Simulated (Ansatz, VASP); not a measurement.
**Two plane-wave programs on CdSe**

The input INCAR:

```
ALGO = Normal
EDIFF = 1E-6
ENCUT = 520
GGA = PE
ISIF = 2
ISMEAR = -1
LASPH = True
LCHARG = False
LREAL = False
LWAVE = False
NBANDS = 26
NELM = 80
PREC = Accurate
SIGMA = 0.05
```

File KPOINTS:

```
k-points
0
Gamma
  9 9 5
```

Contents of POSCAR:

```
CdSe
1.0
    4.3830357520      0.0000000000      0.0000000000
   -2.1915178760      3.7958203069      0.0000000000
    0.0000000000      0.0000000000      7.1543525682
Cd Se
2 2
Direct
    0.3333333333      0.6666666667      0.0001242000
    0.6666666667      0.3333333333      0.5001242000
    0.3333333333      0.6666666667      0.3758758000
    0.6666666667      0.3333333333      0.8758758000
```

Input for Ansatz:

```yaml
crystal:
  lattice:
    - [4.383035752, 0.0, 0.0]
    - [-2.191517876, 3.7958203069, 0.0]
    - [0.0, 0.0, 7.1543525682]
  atoms:
    - { symbol: Cd, position: [0.3333333333, 0.6666666667, 0.0001242] }
    - { symbol: Cd, position: [0.6666666667, 0.3333333333, 0.5001242] }
    - { symbol: Se, position: [0.3333333333, 0.6666666667, 0.3758758] }
    - { symbol: Se, position: [0.6666666667, 0.3333333333, 0.8758758] }
kpoints:
  mp_grid: { grid: [9, 9, 5] }
scf:
  occupations: { method: fermi_dirac, width: 0.05 }
hamiltonian:
  xc: pbe
  pseudopotentials: { kind: nc }
output:
  forces: true
  stress: true
  eigenvalues: true
```

Change from the starting cell: volume scaled by 1, norm-conserving files.

Alike in both runs: task single point; functional PBE; k mesh 9 × 9 × 5; occupations fermi-dirac, width 0.05 eV; no spin polarisation.

```csv
,VASP,Ansatz
version,VASP 6.6.1,Ansatz 0.2.0
potentials or method,"VASP PAW PBE potentials, release 64 (Cd, Se)","norm-conserving pseudopotentials, scalar-relativistic"
plane-wave cutoff (eV),520,1170
valence electrons in the cell,36,72
```

Ansatz gave:

| Item | Value |
| --- | --- |
| pressure (GPa) | 0.0 |

Q: What did VASP give for the same quantities?

A: Pressure (GPa): 0.2.

With one functional, cell and mesh, what is left measures potentials, basis and numerics. The two sets of potentials don't hold the same shells in valence.
